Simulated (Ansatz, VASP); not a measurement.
# One calculation of BN, two programs

INCAR

```
SYSTEM = BN
ALGO = Normal ; EDIFF = 1E-8
ENCUT = 520 ; GGA = CA
ISIF = 2 ; ISMEAR = -1
LASPH = .True. ; LCHARG = .False.
LEFG = .True. ; LREAL = .False.
LWAVE = .False. ; NBANDS = 11
NELM = 60 ; PREC = Accurate
SIGMA = 0.02
```

The input KPOINTS:

```
k-points
0
Gamma
  11 11 11
  0 0 0
```

Contents of POSCAR:

```
BN
1.0
    0.0180750000      1.8165375000      1.8165375000
    1.8165375000      0.0180750000      1.8165375000
    1.8165375000      1.8165375000      0.0180750000
B N
1 1
Direct
    0.0000000000      0.0000000000      0.0000000000
    0.7500000000      0.7500000000      0.7500000000
```

Input for Ansatz:

```yaml
crystal:
  lattice:
    - [0.018075, 1.8165375, 1.8165375]
    - [1.8165375, 0.018075, 1.8165375]
    - [1.8165375, 1.8165375, 0.018075]
  atoms:
    - { symbol: B, position: [0.0, 0.0, 0.0] }
    - { symbol: "N", position: [0.75, 0.75, 0.75] }
kpoints:
  mp_grid: { grid: [11, 11, 11] }
scf:
  occupations: { method: fermi_dirac, width: 0.02 }
hamiltonian:
  xc: lda
  pseudopotentials: { kind: paw }
output:
  forces: true
  stress: true
  eigenvalues: true
  efg: { contact_densities: true }
```

Change from the starting cell: equal xy, yz and zx shear strains of +1 %, PAW files.

Alike in both runs: task electric field gradients; functional LDA; k mesh 11 × 11 × 11; occupations fermi-dirac, width 0.02 eV; no spin polarisation.

|  | VASP | Ansatz |
| --- | --- | --- |
| version | VASP 6.6.1 | Ansatz 0.2.0 |
| potentials or method | VASP PAW LDA potentials, release 64 (B, N) | PAW with Ansatz's default frozen-core files, scalar-relativistic |
| plane-wave cutoff (eV) | 520 | 420 |
| valence electrons in the cell | 8 | 8 |

VASP gave:

```
gap on the k mesh at the Fermi level (eV)                      : 4.42
pressure (GPa)                                                 : -10.0
largest component of the traceless stress (GPa)                : 4.43
rms of the force components (eV/Å)                             : 0.009
Vzz of the field gradient on the site that differs most (V/Å²) : 1.2
```

Estimate Ansatz's values.

gap on the k mesh at the Fermi level (eV): 4.44; pressure (GPa): -10.8; largest component of the traceless stress (GPa): 4.40; rms of the force components (eV/Å): 0.007; Vzz of the field gradient on the site that differs most (V/Å²): 1.1.

Atom by atom the forces differ by 0.002 eV/Å (rms over components).

Caveats: an odd mesh through Γ misses points on the zone boundary, where band edges often lie.
